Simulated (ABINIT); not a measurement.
A run of ABINIT 10.8.3 (patched build):

run.abi

```
# Pseudopotentials
pp_dirpath "./"
pseudos "V.GGA_PBE-JTH.xml"

# Structure
acell 4.9566214992 4.9566214992 4.9566214992
rprim
    -0.5773502692     0.5773502692     0.5773502692
     0.5773502692    -0.5773502692     0.5773502692
     0.5773502692     0.5773502692    -0.5773502692
ntypat 1
znucl 23
natom 1
typat 1
xred
     0.0000000000     0.0000000000     0.0000000000

# Plane-wave basis
ecut 408.170794 eV
pawecutdg 30.0

# k points
kptopt 1
ngkpt 7 7 7
nshiftk 1
shiftk 0.0 0.0 0.0

# Exchange and correlation
ixc 11

# Bands and occupations
nband 11
occopt 3
tsmear 0.05 eV

# Spin
nsppol 2
spinat
     0.0000000000     0.0000000000     2.0000000000

# SCF cycle
nstep 100
tolvrs 1.0e-9

# Output
iomode 3
prtwf 0
prteig 0
prtebands 0
enunit 1
prtden 1
prtvha 1
prtvclmb 1
prtpot 1
```

Potentials or basis: JTH PAW PBE v2.0.

Run with:

```bash
$ abinit run.abi > log 2>&1
```

Hardware: 1 thread of Arm Neoverse V2, with other jobs on the host.

Q: How long does it take, and how much memory?

A: It took 5.3 s on 1 thread of Arm Neoverse V2, with other jobs on the host, peak memory 0.11 GiB. Counts: scf iterations 12, mpi ranks 1, k points 20, bands 11, plane waves 265.
